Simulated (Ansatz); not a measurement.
SnS under strain: Quadrupolar parameters

The cell is a structure deposited in the COD, relaxed with PBE at fixed cell and then changed (z compressed by 3 %, ions relaxed).

```xyz
8
Lattice="11.3200 0.0000 0.0000 0.0000 4.0500 0.0000 0.0000 0.0000 4.1147" Properties=species:S:1:pos:R:3 pbc="T T T"
Sn    1.3626    1.0125    0.3718
Sn    4.2974    3.0375    2.4292
Sn    7.0226    1.0125    1.6855
Sn    9.9574    3.0375    3.7429
S     9.6391    1.0125    1.9649
S     7.3409    3.0375    4.0223
S     3.9791    1.0125    0.0925
S     1.6809    3.0375    2.1499
```

Atom numbers follow the list; atoms alike are taken as one site, whose name carries the number of the first.

Level of theory: DFT, PBE, plane waves and PAW, scalar-relativistic, 420 eV cutoff, Γ-centred 4×11×10 k-points, Fermi–Dirac smearing 0.02 eV (Ansatz 0.2.0).

V_zz is the principal component of the electric field gradient with the largest magnitude, η = (V_xx − V_yy)/V_zz and C_Q = eQV_zz/h. ν_Q = 3|C_Q|/[2I(2I − 1)].

³³S: I = 3/2, Q = -69.40 mb. Quadrupole moments are those of Pyykkö's year-2017 table.

```csv
site,atoms (order as listed),first shell,C_Q (MHz),η,ν_Q (MHz)
S,"5, 6, 7, 8",3 Sn at 2.63–2.71 Å; also 2 Sn at 3.11 Å,3.88,0.14,1.94
```

Sn has no stable isotope with a ground-state quadrupole moment in the table, so these sites are left out.

Without spin–orbit coupling (the program notes it for Sn) the gradients can shift somewhat, as the gap is small.

The relaxation (5 steps) took 4.2 min of wall time (4 min of CPU time) and 1.1 GiB at its peak, on 1 thread of Intel Xeon Platinum 8488C (Sapphire Rapids) (x86_64; 16 cores open to the job, memory cap 3.0 GiB, no GPU), a shared host with a load of 0.6 a core.
